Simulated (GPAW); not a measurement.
Ti2Co:

```
Co Ti
1.0
     0.00000    3.36500    3.36500
     3.36500    0.00000    3.36500
     3.36500    3.36500    0.00000
Co Ti
2 4
Direct
  0.75000 0.75000 0.75000
  0.50000 0.50000 0.50000
  0.12500 0.62500 0.12500
  0.12500 0.12500 0.62500
  0.62500 0.12500 0.12500
  0.12500 0.12500 0.12500
```

Base run:

| Property | Result |
| --- | --- |
| Program | GPAW 26.7.0 |
| Functional | PBEsol |
| Potentials or basis | PAW data sets generated in the run's folder for this functional |
| Cutoff | 600 eV |
| Basis | pw |
| k mesh | 7 × 7 × 7 |
| Occupations | fermi-dirac, width 0.05 eV |
| Spin | collinear spin, ferromagnetic start |
| Starting moments | [2.0, 2.0, 1.0, 1.0, 1.0, 1.0] μB |

Its results: pressure 16.0 GPa; net moment 0.91 μB per cell; site moments Co +0.46; Ti +0.01 μB.

Task: The run is repeated on the same cell with these changes: k mesh from 7 × 7 × 7 to 5 × 5 × 5. What comes out?

Result: Pressure 16.3 GPa; net moment 1.36 μB per cell; site moments Co +0.56; Ti +0.06 μB.

Caveats: so large a pressure means that the cell lies far from this level's equilibrium, or that cutoff or potentials fall short (some runs).

Not every run made on this cell is shown here.
